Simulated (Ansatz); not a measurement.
**Kick test of a cell of NaCl**

The cell was found from a structure generator's guess, not taken from experiment.

All numbers below come from DFT PBE, scalar-relativistic, plane waves, PAW in Ansatz. Plane waves to 420 eV, a k mesh through Γ of 6×6×6 on the computed 2-atom cell and Gaussian smearing (0.02 eV); no spin polarisation.

The cell below (2 atoms, space group P6/mmm (No. 191)) is relaxed within its symmetry.

```
CELL_PARAMETERS angstrom
6.75853 0.00000 0.00000
-3.37926 5.85306 0.00000
0.00000 0.00000 5.02200
ATOMIC_POSITIONS crystal
Na 0.00000 0.00000 0.50000
Cl 0.00000 0.00000 0.00000
```

For the test a repeat of it with 8 atoms (edges 6.76, 10.04, 11.71 Å) was strained at random (σ = 1.5 % a component), the atoms were moved at random (σ = 0.15 Å), and all was relaxed again on a coarse 2×2×1 mesh (in the run’s order of axes) with 0.10 eV smearing, with no symmetry imposed.

Weakly bound directions are ill-defined at this level, which has no dispersion term.

**Question.** Is the structure stable against such a distortion?

**Answer.** It doesn't return. The energy falls by 380 meV/atom on that mesh, the volume changes by -76.5 %, and the end has space group Cmcm (No. 63) at a loose tolerance. Relaxed again on an 8×8×4 mesh with 0.02 eV smearing, the new structure lies 400 meV/atom below the first (mesh in the axes of the run's cell; the cell below is made exact in the group named). Space group P6_3/mmc (No. 194), hexagonal, a = 3.955 Å, c = 6.843 Å. Around Na lie 6 Cl at 2.85 Å; Cl has 6 Na at 2.85 Å.

```yaml
crystal:
  lattice:
    - [3.95490, 0.00000, 0.00000]
    - [-1.97745, 3.42504, 0.00000]
    - [0.00000, 0.00000, 6.84324]
  atoms:
    - { symbol: Na, position: [0.00000, 0.00000, 0.00000] }
    - { symbol: Na, position: [0.00000, 0.00000, 0.50000] }
    - { symbol: Cl, position: [0.66667, 0.33333, 0.75000] }
    - { symbol: Cl, position: [0.33333, 0.66667, 0.25000] }
```
